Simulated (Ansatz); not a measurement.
SnSe2:

```
Sn Se
1.0
     3.81100    0.00000    0.00000
    -1.90550    3.30042    0.00000
     0.00000    0.00000    6.13600
Sn Se
1 2
Direct
  0.00000 0.00000 0.00000
  0.66667 0.33333 0.75100
  0.33333 0.66667 0.24900
```

Program: Ansatz 0.2.0. Alike in all runs: potentials or basis Ansatz PAW; cell as given; cutoff (eV) 420.

Order these runs on this cell by their pressure, lowest first.
A. level RPBE; spin off; k mesh 8 × 8 × 5; smearing fermi-dirac 0.05 eV; points for each segment of the path 14
B. level PBEsol; spin SOC, no magnetisation; k mesh 6 × 6 × 4; smearing fermi-dirac 0.05 eV; points for each segment of the path 14
C. level PBE; spin off; k mesh 8 × 8 × 5; smearing gaussian 0.023 eV

B (2.6 GPa), C (5.5 GPa), A (7.4 GPa).

Caveats: this functional lacks dispersion, which binds the layers, so the pressure and a relaxed spacing across them are unreliable; the PAW data sets come from PBE, with cores solved anew for the run's functional, which leaves a small shift of forces and pressure (some runs).
